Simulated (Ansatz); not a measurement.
## Where the states of CuI lie

```cif
data_structure
_symmetry_space_group_name_H-M 'Cmcm'
_symmetry_Int_Tables_number 63
_cell_length_a 7.4663
_cell_length_b 7.4222
_cell_length_c 4.3070
_cell_angle_alpha 90.000
_cell_angle_beta 90.000
_cell_angle_gamma 90.000
_cell_volume 238.68
loop_
_atom_site_label
_atom_site_type_symbol
_atom_site_symmetry_multiplicity
_atom_site_Wyckoff_symbol
_atom_site_fract_x
_atom_site_fract_y
_atom_site_fract_z
_atom_site_occupancy
Cu1 Cu 4 c 0.50000 0.07956 0.75000 1
I1 I 4 c 0.50000 0.72996 0.75000 1
```

The runs use the primitive cell with vectors (3.733, -3.711, 0.000), (3.733, 3.711, 0.000), (0.000, 0.000, 4.307) Å, to which the k mesh refers.

The cell is the one relaxed in the Materials Project (mp-1007922), not relaxed further here; entries there can be hypothetical.

No spin–orbit coupling, which matters for the heavy atoms here.

The calculation used DFT, PBE, all-electron LAPW, scalar-relativistic in Ansatz 0.2.0.

Settings: a Γ-centred 5×5×6 k mesh, Fermi–Dirac smearing of 0.02 eV, basis error target 0.5 meV/atom, no spin polarisation.

States per eV and cell, averaged over 0.4 eV, from -6.3 to 5.5 eV, with energies (bin centres) from the valence-band top; empty bins are left out. The partial columns, the largest 4 alone, are projections on Löwdin-orthogonalised atomic shells (those that the program's projection atoms carry: the occupied ones and, for some elements, an empty d or f shell; other empty shells have no column), summed over atoms of an element. Weights on diffuse s and p shells depend on that basis and aren't pure angular character.

```json
{"E (eV)": "-6.2", "total": "0.01", "Cu 3d": "0.00", "I 5p": "0.01", "Cu 4s": "0.00", "I 5s": "0.00"}
{"E (eV)": "-5.8", "total": "2.93", "Cu 3d": "0.35", "I 5p": "1.69", "Cu 4s": "0.72", "I 5s": "0.13"}
{"E (eV)": "-5.4", "total": "3.38", "Cu 3d": "0.43", "I 5p": "2.01", "Cu 4s": "0.74", "I 5s": "0.14"}
{"E (eV)": "-5.0", "total": "1.66", "Cu 3d": "0.29", "I 5p": "1.12", "Cu 4s": "0.22", "I 5s": "0.01"}
{"E (eV)": "-4.6", "total": "2.20", "Cu 3d": "0.67", "I 5p": "1.41", "Cu 4s": "0.08", "I 5s": "0.02"}
{"E (eV)": "-4.2", "total": "6.96", "Cu 3d": "2.05", "I 5p": "4.59", "Cu 4s": "0.15", "I 5s": "0.08"}
{"E (eV)": "-3.8", "total": "6.30", "Cu 3d": "1.85", "I 5p": "4.22", "Cu 4s": "0.10", "I 5s": "0.05"}
{"E (eV)": "-3.4", "total": "3.51", "Cu 3d": "1.78", "I 5p": "1.69", "Cu 4s": "0.01", "I 5s": "0.00"}
{"E (eV)": "-3.0", "total": "4.56", "Cu 3d": "3.14", "I 5p": "1.26", "Cu 4s": "0.06", "I 5s": "0.02"}
{"E (eV)": "-2.6", "total": "8.35", "Cu 3d": "6.53", "I 5p": "1.60", "Cu 4s": "0.05", "I 5s": "0.02"}
{"E (eV)": "-2.2", "total": "14.34", "Cu 3d": "13.13", "I 5p": "0.86", "Cu 4s": "0.29", "I 5s": "0.01"}
{"E (eV)": "-1.8", "total": "12.17", "Cu 3d": "10.95", "I 5p": "1.02", "Cu 4s": "0.11", "I 5s": "0.01"}
{"E (eV)": "-1.4", "total": "9.37", "Cu 3d": "5.67", "I 5p": "3.51", "Cu 4s": "0.09", "I 5s": "0.02"}
{"E (eV)": "-1.0", "total": "2.40", "Cu 3d": "1.30", "I 5p": "0.99", "Cu 4s": "0.06", "I 5s": "0.01"}
{"E (eV)": "-0.6", "total": "1.36", "Cu 3d": "0.77", "I 5p": "0.55", "Cu 4s": "0.01", "I 5s": "0.01"}
{"E (eV)": "-0.2", "total": "0.50", "Cu 3d": "0.26", "I 5p": "0.23", "Cu 4s": "0.00", "I 5s": "0.00"}
{"E (eV)": "1.4", "total": "0.06", "Cu 3d": "0.00", "I 5p": "0.02", "Cu 4s": "0.03", "I 5s": "0.01"}
{"E (eV)": "1.8", "total": "0.42", "Cu 3d": "0.01", "I 5p": "0.11", "Cu 4s": "0.20", "I 5s": "0.04"}
{"E (eV)": "2.2", "total": "1.49", "Cu 3d": "0.04", "I 5p": "0.34", "Cu 4s": "0.61", "I 5s": "0.09"}
{"E (eV)": "2.6", "total": "3.78", "Cu 3d": "0.12", "I 5p": "0.81", "Cu 4s": "1.51", "I 5s": "0.14"}
{"E (eV)": "3.0", "total": "3.22", "Cu 3d": "0.10", "I 5p": "0.49", "Cu 4s": "1.16", "I 5s": "0.07"}
{"E (eV)": "3.4", "total": "2.38", "Cu 3d": "0.06", "I 5p": "0.32", "Cu 4s": "0.95", "I 5s": "0.02"}
{"E (eV)": "3.8", "total": "3.22", "Cu 3d": "0.06", "I 5p": "0.38", "Cu 4s": "0.95", "I 5s": "0.02"}
{"E (eV)": "4.2", "total": "2.20", "Cu 3d": "0.02", "I 5p": "0.09", "Cu 4s": "0.14", "I 5s": "0.00"}
{"E (eV)": "4.6", "total": "3.06", "Cu 3d": "0.03", "I 5p": "0.10", "Cu 4s": "0.07", "I 5s": "0.01"}
{"E (eV)": "5.0", "total": "1.31", "Cu 3d": "0.01", "I 5p": "0.04", "Cu 4s": "0.01", "I 5s": "0.00"}
{"E (eV)": "5.4", "total": "1.44", "Cu 3d": "0.01", "I 5p": "0.04", "Cu 4s": "0.02", "I 5s": "0.00"}
```

**Question.** Which of the resolved shells contributes most in the top eV of the valence band?

**Answer.** Cu 3d, with 55 % of all states there; I 5p follows with 42 %.

**Question.** Where is the centre of the filled Cu 3d states between -13 eV and the top of the filled states?

**Answer.** -2.37 eV from the valence-band top.
